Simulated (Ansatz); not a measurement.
# Cadmium, dhcp under r²SCAN: structure, energy and stiffness, part 2 of 2

What does r²SCAN give for cadmium in the dhcp structure? We relax it, solve it on a dense k-mesh, then scale the cell to 7 volumes from 88 to 112 % of the relaxed one and try a fit of the equation of state. Spin polarisation is left out. The k-meshes are 12×12×3 for the relaxation; 15×15×4 for the dense run; 13×13×4 for the volumes.

Ansatz 0.2.0; DFT, r2SCAN, plane waves (500 eV) with PAW, scalar-relativistic. The steps go on from the part before.

## Step 6: Volume × 0.96

The input, input.yaml:

```yaml
crystal:
  lattice:
    - [3.1107305543, 0.0, 0.0]
    - [-1.5553652771, 2.6939716843, 0.0]
    - [0.0, 0.0, 9.9013779961]
  atoms:
    - { symbol: Cd, position: [1.0, 0.0, 0.0] }
    - { symbol: Cd, position: [1.0, 1.0, 0.5] }
    - { symbol: Cd, position: [0.3333333333, 0.6666666667, 0.25] }
    - { symbol: Cd, position: [0.6666666667, 0.3333333333, 0.75] }
hamiltonian:
  xc: r2scan
  pseudopotentials:
    kind: paw
    azcp:
      Cd: "pseudopotentials/Cd.paw.azcp"
basis:
  ecutwfc: 500
  fft_grid_basis: typed
kpoints:
  mp_grid: { grid: [13, 13, 4], shift: [0, 0, 0] }
magnetization:
  spin_polarized: false
scf:
  occupations: { method: fermi_dirac, width: 0.1 }
  lower_state_search: "off"
output:
  stress: true
```

The run is started by

```console
ansatz run input.yaml --threads 1 --pin off --max-ram 3584MiB --backend cpu --events-out ev --progress --plain --runs-dir out
```

Standard output, cut to the lines that bear on the results:

```text
[...]
Pseudopotentials: kind: paw
Pseudopotential: Cd, paw, valence charge 20, recommended cutoff 500 eV (meta_gga), <dir>
Functional definition: r2SCAN
[...]
Crystal: 4 atoms, lattice volume = 82.976 Å³
Basis set: ecut = 500 eV, 2125 PW (Γ), exchange–correlation on 96×96×300 points (64 copies of the dense FFT grid, shifted against one another)
Bands: 46, of which v1, the nominal top of the filled ones, is band 40 counted from 1 (39 counted from 0)
Symmetry: 24 space group operations
Space group: P63/mmc (ITA 194), of the structure as read, at distance tolerance 4.4e-5 Å
k-points: 63 of 676
[...]
SCF iter   1: F=-33072.579435 eV  HF=-33072.576707 eV  |F-HF|=2.73e-3  |Δ(HF+E_count)|=         —  Δρ=6.47e-3  dr2=2.07e-2  dr2_τ=2.51e-2  ethr=1.77e-3  ⟨swp⟩=6.2  Hψ=9872  notcnv=0  defer=11
[...]
SCF iter   8: F=-33072.586797 eV  HF=-33072.586797 eV  |F-HF|=3.02e-8  |Δ(HF+E_count)|=   2.53e-7  Δρ=3.94e-6  dr2=1.19e-8  dr2_τ=4.18e-10  ethr=1.25e-10  ⟨swp⟩=4.0  Hψ=8785  notcnv=0
[...]
SCF converged after 8 iterations
Free energy (F): -33072.586797 eV
[...]
E sigma→0 (E₀):  -33072.560158 eV
Entropy (-TS):   -0.053277 eV (-13.319 meV/atom)
Fermi energy:    15.575966 eV
[...]
--- Stress (GPa, compression-positive) ---
        2.524059      -0.000000       0.000000
       -0.000000       2.524059      -0.000000
        0.000000      -0.000000       2.708817
  P = ⅓ Tr σ = 2.5856 GPa (25.856 kbar)
```

It took 33 s on 1 thread of Intel Xeon Platinum 8259CL at 2.50GHz (Skylake/Cascade Lake), shared host; peak memory 0.84 GiB.

## Step 7: Volume × 1.0

input.yaml: that of step 6 with these lines changed.

```diff
@@ -2,5 +2,5 @@
   lattice:
-    - [3.1107305543, 0.0, 0.0]
-    - [-1.5553652771, 2.6939716843, 0.0]
-    - [0.0, 0.0, 9.9013779961]
+    - [3.1533485975, 0.0, 0.0]
+    - [-1.5766742987, 2.7308799924, 0.0]
+    - [0.0, 0.0, 10.0370301678]
   atoms:
```

The run is started by

```console
ansatz run input.yaml --threads 1 --pin off --max-ram 3584MiB --backend cpu --events-out ev --progress --plain --runs-dir out
```

Standard output, cut to the lines that bear on the results:

```text
[...]
[... 3 set-up lines as earlier in the session ...]
[...]
Crystal: 4 atoms, lattice volume = 86.433 Å³
Basis set: ecut = 500 eV, 2173 PW (Γ), exchange–correlation on 96×96×300 points (64 copies of the dense FFT grid, shifted against one another)
Bands: 46, of which v1, the nominal top of the filled ones, is band 40 counted from 1 (39 counted from 0)
[... 2 set-up lines as earlier in the session ...]
k-points: 63 of 676
[...]
SCF iter   1: F=-33072.607591 eV  HF=-33072.606617 eV  |F-HF|=9.74e-4  |Δ(HF+E_count)|=         —  Δρ=6.32e-3  dr2=2.09e-2  dr2_τ=2.42e-2  ethr=1.77e-3  ⟨swp⟩=6.1  Hψ=9901  notcnv=0  defer=11
[...]
SCF iter   8: F=-33072.615232 eV  HF=-33072.615232 eV  |F-HF|=2.74e-8  |Δ(HF+E_count)|=   2.76e-7  Δρ=3.55e-6  dr2=1.00e-8  dr2_τ=3.76e-10  ethr=1.25e-10  ⟨swp⟩=4.0  Hψ=8946  notcnv=0
[...]
SCF converged after 8 iterations
Free energy (F): -33072.615232 eV
[...]
E sigma→0 (E₀):  -33072.588232 eV
Entropy (-TS):   -0.053999 eV (-13.500 meV/atom)
Fermi energy:    14.755220 eV
[...]
--- Stress (GPa, compression-positive) ---
        0.131936       0.000000       0.000000
       -0.000000       0.131936      -0.000000
        0.000000      -0.000000       0.209873
  P = ⅓ Tr σ = 0.1579 GPa (1.579 kbar)
```

Run time: 28 s. Hardware: 1 thread of Intel Xeon Platinum 8259CL at 2.50GHz (Skylake/Cascade Lake), shared host; peak memory 0.84 GiB.

## Step 8: Volume × 1.04

input.yaml: that of step 7 with these lines changed.

```diff
@@ -2,5 +2,5 @@
   lattice:
-    - [3.1533485975, 0.0, 0.0]
-    - [-1.5766742987, 2.7308799924, 0.0]
-    - [0.0, 0.0, 10.0370301678]
+    - [3.194844785, 0.0, 0.0]
+    - [-1.5974223925, 2.766816745, 0.0]
+    - [0.0, 0.0, 10.169111501]
   atoms:
```

The run is started by

```console
ansatz run input.yaml --threads 1 --pin off --max-ram 3584MiB --backend cpu --events-out ev --progress --plain --runs-dir out
```

Standard output, cut to the lines that bear on the results:

```text
[...]
[... 3 set-up lines as earlier in the session ...]
[...]
Crystal: 4 atoms, lattice volume = 89.890 Å³
Basis set: ecut = 500 eV, 2263 PW (Γ), exchange–correlation on 96×96×300 points (64 copies of the dense FFT grid, shifted against one another)
Bands: 46, of which v1, the nominal top of the filled ones, is band 40 counted from 1 (39 counted from 0)
[... 1 set-up line as earlier in the session ...]
Space group: P63/mmc (ITA 194), of the structure as read, at distance tolerance 4.5e-5 Å
k-points: 63 of 676
[...]
SCF iter   1: F=-33072.589930 eV  HF=-33072.589715 eV  |F-HF|=2.15e-4  |Δ(HF+E_count)|=         —  Δρ=6.16e-3  dr2=2.07e-2  dr2_τ=2.33e-2  ethr=1.77e-3  ⟨swp⟩=6.1  Hψ=9943  notcnv=0  defer=10
[...]
SCF iter   7: F=-33072.597752 eV  HF=-33072.597751 eV  |F-HF|=2.25e-7  |Δ(HF+E_count)|=   1.38e-6  Δρ=9.42e-6  dr2=9.76e-8  dr2_τ=3.98e-9  ethr=1.25e-10  ⟨swp⟩=2.9  Hψ=11405  notcnv=0
[...]
SCF converged after 7 iterations
Free energy (F): -33072.597752 eV
[...]
E sigma→0 (E₀):  -33072.570714 eV
Entropy (-TS):   -0.054075 eV (-13.519 meV/atom)
Fermi energy:    14.001799 eV
[...]
--- Stress (GPa, compression-positive) ---
       -1.688547       0.000000       0.000000
        0.000000      -1.688547       0.000000
        0.000000       0.000000      -1.702207
  P = ⅓ Tr σ = -1.6931 GPa (-16.931 kbar)
```

It took 36 s on 1 thread of Intel Xeon Platinum 8259CL at 2.50GHz (Skylake/Cascade Lake), shared host; peak memory 0.84 GiB.

## Step 9: Volume × 1.08

input.yaml: that of step 8 with these lines changed.

```diff
@@ -2,5 +2,5 @@
   lattice:
-    - [3.194844785, 0.0, 0.0]
-    - [-1.5974223925, 2.766816745, 0.0]
-    - [0.0, 0.0, 10.169111501]
+    - [3.2352901519, 0.0, 0.0]
+    - [-1.6176450759, 2.8018434602, 0.0]
+    - [0.0, 0.0, 10.2978480978]
   atoms:
```

The run is started by

```console
ansatz run input.yaml --threads 1 --pin off --max-ram 3584MiB --backend cpu --events-out ev --progress --plain --runs-dir out
```

Standard output, cut to the lines that bear on the results:

```text
[...]
[... 3 set-up lines as earlier in the session ...]
[...]
Crystal: 4 atoms, lattice volume = 93.348 Å³
Basis set: ecut = 500 eV, 2359 PW (Γ), exchange–correlation on 96×96×320 points (64 copies of the dense FFT grid, shifted against one another)
Bands: 46, of which v1, the nominal top of the filled ones, is band 40 counted from 1 (39 counted from 0)
[... 2 set-up lines as earlier in the session ...]
k-points: 63 of 676
[...]
SCF iter   1: F=-33072.537391 eV  HF=-33072.537284 eV  |F-HF|=1.06e-4  |Δ(HF+E_count)|=         —  Δρ=6.01e-3  dr2=2.04e-2  dr2_τ=2.25e-2  ethr=1.77e-3  ⟨swp⟩=6.1  Hψ=9941  notcnv=0  defer=8
[...]
SCF iter   7: F=-33072.545390 eV  HF=-33072.545390 eV  |F-HF|=2.24e-7  |Δ(HF+E_count)|=   1.41e-6  Δρ=9.19e-6  dr2=9.70e-8  dr2_τ=4.56e-9  ethr=1.25e-10  ⟨swp⟩=2.9  Hψ=11327  notcnv=0
[...]
SCF converged after 7 iterations
Free energy (F): -33072.545390 eV
[...]
E sigma→0 (E₀):  -33072.518590 eV
Entropy (-TS):   -0.053599 eV (-13.400 meV/atom)
Fermi energy:    13.307451 eV
[...]
--- Stress (GPa, compression-positive) ---
       -3.063705      -0.000000       0.000000
       -0.000000      -3.063705       0.000000
        0.000000       0.000000      -3.159334
  P = ⅓ Tr σ = -3.0956 GPa (-30.956 kbar)
```

Run time: 38 s. Hardware: 1 thread of Intel Xeon Platinum 8259CL at 2.50GHz (Skylake/Cascade Lake), shared host; peak memory 0.87 GiB.

## Step 10: Volume × 1.12

input.yaml: that of step 9 with these lines changed.

```diff
@@ -2,5 +2,5 @@
   lattice:
-    - [3.2352901519, 0.0, 0.0]
-    - [-1.6176450759, 2.8018434602, 0.0]
-    - [0.0, 0.0, 10.2978480978]
+    - [3.2747487987, 0.0, 0.0]
+    - [-1.6373743993, 2.8360156507, 0.0]
+    - [0.0, 0.0, 10.4234439893]
   atoms:
```

The run is started by

```console
ansatz run input.yaml --threads 1 --pin off --max-ram 3584MiB --backend cpu --events-out ev --progress --plain --runs-dir out
```

Standard output, cut to the lines that bear on the results:

```text
[...]
[... 3 set-up lines as earlier in the session ...]
[...]
Crystal: 4 atoms, lattice volume = 96.805 Å³
Basis set: ecut = 500 eV, 2421 PW (Γ), exchange–correlation on 96×96×320 points (64 copies of the dense FFT grid, shifted against one another)
Bands: 46, of which v1, the nominal top of the filled ones, is band 40 counted from 1 (39 counted from 0)
[... 1 set-up line as earlier in the session ...]
Space group: P63/mmc (ITA 194), of the structure as read, at distance tolerance 4.6e-5 Å
k-points: 63 of 676
[...]
SCF iter   1: F=-33072.458386 eV  HF=-33072.457980 eV  |F-HF|=4.06e-4  |Δ(HF+E_count)|=         —  Δρ=5.88e-3  dr2=2.01e-2  dr2_τ=2.16e-2  ethr=1.77e-3  ⟨swp⟩=6.1  Hψ=9929  notcnv=0  defer=9
[...]
SCF iter   8: F=-33072.466683 eV  HF=-33072.466683 eV  |F-HF|=2.43e-8  |Δ(HF+E_count)|=   2.75e-7  Δρ=2.81e-6  dr2=6.42e-9  dr2_τ=3.85e-10  ethr=1.25e-10  ⟨swp⟩=4.0  Hψ=9310  notcnv=0
[...]
SCF converged after 8 iterations
Free energy (F): -33072.466683 eV
[...]
E sigma→0 (E₀):  -33072.440285 eV
Entropy (-TS):   -0.052796 eV (-13.199 meV/atom)
Fermi energy:    12.664903 eV
[...]
--- Stress (GPa, compression-positive) ---
       -4.089648      -0.000000       0.000000
       -0.000000      -4.089648       0.000000
        0.000000       0.000000      -4.263115
  P = ⅓ Tr σ = -4.1475 GPa (-41.475 kbar)
```

It took 35 s on 1 thread of Intel Xeon Platinum 8259CL at 2.50GHz (Skylake/Cascade Lake), shared host; peak memory 0.85 GiB.

## Step 11: Fitting the volumes

The cell was scaled evenly, with its shape and the fractional positions fixed.

```csv
V (Å³/atom),E − E₀ (meV/atom),P from the stress (GPa),P from the fit (GPa)
19.015,70.5,9.90,9.85
19.880,29.0,5.76,5.72
20.744,7.0,2.59,2.56
21.608,0.0,0.16,0.15
22.473,4.4,-1.69,-1.69
23.337,17.4,-3.10,-3.08
24.201,37.0,-4.15,-4.13
```

A third-order Birch-Murnaghan fit gives V₀ = 21.671 Å³/atom, B₀ = 52 GPa and B₀′ = 5.8; it misses no point by more than 0.01 meV/atom.

## Step 12: Outcome

What follows sums up all 2 parts.

```
                      quantity                                    value
space group (spins left aside)                       P6_3/mmc (No. 194)
             conventional cell  a = 3.153 Å, c = 10.037 Å (c/a = 3.183)
                        volume                           21.608 Å³/atom
             shortest distance                                  3.100 Å
               gap on the mesh             none (levels filled in part)
               relative to hcp                             +28 meV/atom
                   V₀, B₀, B₀′              21.671 Å³/atom, 52 GPa, 5.8
```

The relaxation enlarged the cell by 0.1 % in volume. It lies 28 meV/atom above the element's reference form at the same level (hcp, from a run of its own). No gap shows: it is a metal or semimetal at this level. B₀ comes out at 52 GPa; letting shape and positions relax at each volume could only lower it. Relaxation kept the symmetry; phonons were not checked.
